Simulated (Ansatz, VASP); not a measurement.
# Two plane-wave programs on HfN

```xyz
4
Lattice="3.1339 0.0000 0.0000 -1.5670 2.7140 0.0000 0.0000 0.0000 5.4168" Properties=species:S:1:pos:R:3 pbc="T T T"
Hf    1.5670    0.9047    4.0626
Hf    0.0000    1.8094    1.3542
N     0.0000    0.0000    0.0000
N     0.0000    0.0000    2.7084
```

The cell comes from a database or a generator and needn't be the stable form of this composition.

Alike in both runs: task single point; functional r2SCAN; k mesh 8 × 8 × 4; occupations gaussian, width 0.25 eV; no spin polarisation.

|  | VASP | Ansatz |
| --- | --- | --- |
| version | VASP 6.6.1 | Ansatz 0.2.0 |
| potentials or method | VASP PAW PBE potentials, release 64 (Hf_pv, N) | plane waves, PAW |
| plane-wave cutoff (eV) | 520 | 650 |
| valence electrons in the cell | 30 | 62 |

Ansatz gave:

- pressure (GPa): 2.5

Task: What did VASP give for the same quantities?

Result: Pressure (GPa): 0.0.

The two sets of potentials don't hold the same shells in valence. Ansatz warned: «stress_scf_threshold_loose».

Caveats: the PAW data sets were made with another functional, which shifts forces and pressure a little (VASP). The runs have no spin-orbit coupling, so splittings on Hf are missing.
